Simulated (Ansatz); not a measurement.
Compressing LiH: a fit and a missing row

LiH, Fm-3m, a = 4.007 Å. Ansatz: PBE, PAW, 420 eV, Γ-centred 10×10×10 mesh on 2 atoms, Gaussian smearing 0.02 eV; no spin polarisation. Symmetry fixes shape and atoms, so the cell is only scaled; pressure is positive in compression.

| V (Å³/atom) | P (GPa) |
| --- | --- |
| 7.558 | 2.50 |
| 7.800 | ? |
| 8.041 | 0.01 |
| 8.282 | -1.02 |
| 8.523 | -1.92 |

Problem. Take V0 = 8.041 Å³/atom, count pressures from its P0 = 0.01 GPa, fit the third-order Birch–Murnaghan form to the other rows, and predict the missing pressure.

Solution. With the Eulerian strain f = ½[(V0/V)^(2/3) − 1] and y = (P − P0)/[3f(1 + 2f)^(5/2)], the form is the line y = B0 + 1.5 B0 (B0′ − 4) f. Rows (f, y): 0.02108, 35.5; -0.00975, 37.0; -0.01903, 37.3. Means f = -0.002567, y = 36.600; Σ(Δf)² = 0.0008818, ΣΔfΔy = -0.04041; the slope is their ratio. y = 36.48 − 45.83 f GPa, so B0 = 36.5 GPa and B0′ = 4 + 2 × (-45.83)/(3 × 36.48) = 3.16. At V = 7.800, f = 0.01025, y = 36.01 and P = 1.17 GPa. The run gave 1.17 GPa, the same to the digits shown.